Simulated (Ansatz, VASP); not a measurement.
**TiO2 in VASP and in Ansatz**

```xyz
6
Lattice="4.5969 0.0000 0.0000 0.0000 4.5969 0.0000 0.0000 0.0000 3.0421" Properties=species:S:1:pos:R:3 pbc="T T T"
Ti    0.0000    0.0000    0.0000
Ti    2.2984    2.2984    1.5210
O     1.4045    1.4045    0.0000
O     0.8939    3.7030    1.5210
O     3.7030    0.8939    1.5210
O     3.1923    3.1923    0.0000
```

Change from the starting cell: uniaxial_z strain +3.0%.

Alike in both runs: task single point; functional PBE; k mesh 6 × 6 × 8; occupations fermi-dirac, width 0.02 eV; no spin polarisation.

|  | VASP | Ansatz |
| --- | --- | --- |
| version | VASP 6.6.1 | Ansatz 0.2.0 |
| potentials or method | VASP PAW PBE potentials, release 64 (Ti_sv, O) | plane waves, PAW |
| plane-wave cutoff (eV) | 520 | 420 |
| valence electrons in the cell | 48 | 48 |

```csv
,VASP,Ansatz,Ansatz less VASP
gap on the k mesh at the Fermi level (eV),1.77,1.80,+0.025
pressure (GPa),-1.9,-2.6,-0.65
largest component of the traceless stress (GPa),5.87,6.06,+0.190
rms of the force components (eV/Å),0.027,0.018,-0.0083
```

Atom by atom the forces differ by 0.008 eV/Å (rms over components).

A k mesh can miss the band edges.
